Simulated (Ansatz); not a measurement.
## A computed series for NaF: pressure series

Start from NaF in the rock salt structure (space group Fm-3m, No. 225).

```cif
data_F4Na4
_chemical_formula_sum 'Na4 F4'
_space_group_name_H-M_alt 'Fm-3m'
_space_group_IT_number 225
_space_group_name_Hall '-F 4 2 3'
_cell_length_a 4.62907
_cell_length_b 4.62907
_cell_length_c 4.62907
_cell_angle_alpha 90.000
_cell_angle_beta 90.000
_cell_angle_gamma 90.000
loop_
_atom_site_label
_atom_site_type_symbol
_atom_site_symmetry_multiplicity
_atom_site_Wyckoff_symbol
_atom_site_fract_x
_atom_site_fract_y
_atom_site_fract_z
_atom_site_occupancy
Na1 Na 4 a 0.00000 0.00000 0.00000 1
F1 F 4 b 0.50000 0.50000 0.50000 1
```
(The calculation used a cell of 2 atoms; values per cell refer to that cell.)

Cell and atoms are relaxed at each pressure.

All numbers come from PBEsol in Ansatz (plane waves to 420 eV, PAW, no spin-orbit coupling).

| pressure (GPa) | band gap (eV) |
|---|---|
| -2 | 5.97 |
| -1 | 6.09 |
| 0 | 6.20 |
| 0.3 | ? |
| 0.7 | 6.27 |
| 1.5 | 6.35 |
| 3 | 6.49 |
| 7.5 | 6.86 |
| 10 | 7.04 |

**Question.** Fit E_g = E₀ + αP + βP² to the rows shown and predict the withheld row.

**Answer.** Least squares on the printed values gives E₀ = 6.20 eV, α = 105 meV/GPa, β = -2.1 meV/GPa² (largest residual 0.01 eV); this predicts 6.23 eV, and the run gives 6.23 eV, in agreement.

Load acts through the strain it causes; cell and atoms are relaxed under it. Whether these cells are dynamically stable was not tested. Competing high-pressure phases were not computed.

Ansatz is a program for electronic structure.
